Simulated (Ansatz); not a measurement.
KMgF3 in Ansatz: convergence with n extra bands

KMgF3:

```
K Mg F
1.0
     3.98590    0.00000    0.00000
     0.00000    3.98590    0.00000
     0.00000    0.00000    3.98590
K Mg F
1 1 3
Direct
  0.50000 0.50000 0.50000
  0.00000 0.00000 0.00000
  0.00000 0.00000 0.50000
  0.00000 0.50000 0.00000
  0.50000 0.00000 0.00000
```

```yaml
Program: Ansatz 0.2.0
Task: convergence study
Functional: r2SCAN
Potentials_or_basis: SPMS NC
Cutoff: "1007 eV (not typed: the program's choice for these potentials)"
k_mesh: 6 × 6 × 6
Occupations: fermi-dirac, width 0.05 eV
Spin: no spin polarisation
```

These are the settings of the first run; the series varies n extra bands, with any setting tied to it.

Hardware: 2 threads of Arm Neoverse V1 (shared host).

| n extra bands | energy less the tightest run, at zero smearing (meV/atom) | SCF cycles | CPU time (s) | peak memory (GiB) |
| --- | --- | --- | --- | --- |
| 1 | 0.00 | 8 | 13 | 0.65 |
| 2 | 0.00 | 8 | 15 | 0.65 |
| 4 | 0.00 | 8 | 14 | 0.65 |
| 8 | 0.00 | 8 | 16 | 0.66 |
| 16 | 0.00 | 8 | 18 | 0.68 |
| 32 | 0.00 | 8 | 22 | 0.7 |

Against the tightest run, the energy stays within 1 meV/atom from 1 on. The tightest run that finished is the yardstick and may itself not be fully converged.

Caveat, for the tightest run too: the meta-GGA runs on potentials made for a GGA.
